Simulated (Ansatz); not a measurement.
Computed with DFT PBE, scalar-relativistic, plane waves, PAW (Ansatz 0.2.0). Settings: cutoff 420 eV, Γ-centred meshes spaced at most about 0.3 Å⁻¹, and about 0.25 Å⁻¹ or finer for metals (2π included), Gaussian smearing. No spin polarisation in the final relaxations.

These are static total energies at zero pressure.

Two forms of HfO2 were relaxed alike.

A.

```
Hf O
1.0
     5.53072    0.00000    0.00000
    -2.76536    4.78974    0.00000
     0.00000    0.00000    2.85221
Hf O
2 4
Direct
  0.33333 0.66667 0.50000
  0.66667 0.33333 0.50000
  0.50000 0.00000 0.00000
  0.00000 0.50000 0.00000
  0.50000 0.50000 0.00000
  0.00000 0.00000 0.00000
```

B.

```
Hf O
1.0
     0.00000    2.52532    2.52532
     2.52532    0.00000    2.52532
     2.52532    2.52532    0.00000
Hf O
1 2
Cartesian
  0.0000 0.0000 0.0000
  3.7880 3.7880 3.7880
  2.5253 2.5253 2.5253
```

Question: Which form is favoured at zero pressure, and by what margin per atom?

Answer: B is lower, by 23 meV/atom. A has space group P6/mmm (No. 191), 12.6 Å³/atom and no gap on its mesh; B has space group F-43m (No. 216), 10.7 Å³/atom and a gap of 2.29 eV. Counting O atoms around Hf (those within 1.25 times the shortest such distance or 1.15 times the sum of covalent radii; a plus sign parts nearer from farther groups), A has Hf 6 and B has Hf 4+6. The denser one is the lower, and pressure would at first widen the difference. Both come from invented guesses. A third cell relaxed alike, in P4_2/mnm (a Materials Project cell), lies 1.27 eV/atom below the lower of the two.

Spin–orbit coupling, which can matter for Hf, is left out. Kohn–Sham gaps at this level usually fall short of measured ones. Cells relaxed within their symmetry can be saddle points.

The 23 meV/atom separating A and B is a difference between two very unfavourable arrangements, as the P4_2/mnm cell lying 1.27 eV/atom lower makes clear. The coordinates show why. B is fluorite with one O sublattice moved from tetrahedral to octahedral holes, which puts O as close to the remaining tetrahedral O as Hf is. That distance is too long for a peroxide bond and too short for comfortable contact between oxide ions, so closed-shell repulsion offsets much of the Hf–O attraction.

In A, the O at the origin sits in a channel with only other O atoms nearby and no Hf within bonding range. It therefore gains little Madelung stabilisation, and its 2p shell is probably incompletely filled, which would fit the missing gap. Such an open-shell O could lower its energy by developing a moment, which the relaxation excluded, so the small preference for B could reverse. The firmer conclusion is that neither form competes with an arrangement in which every O is bound to Hf and kept apart from other O.
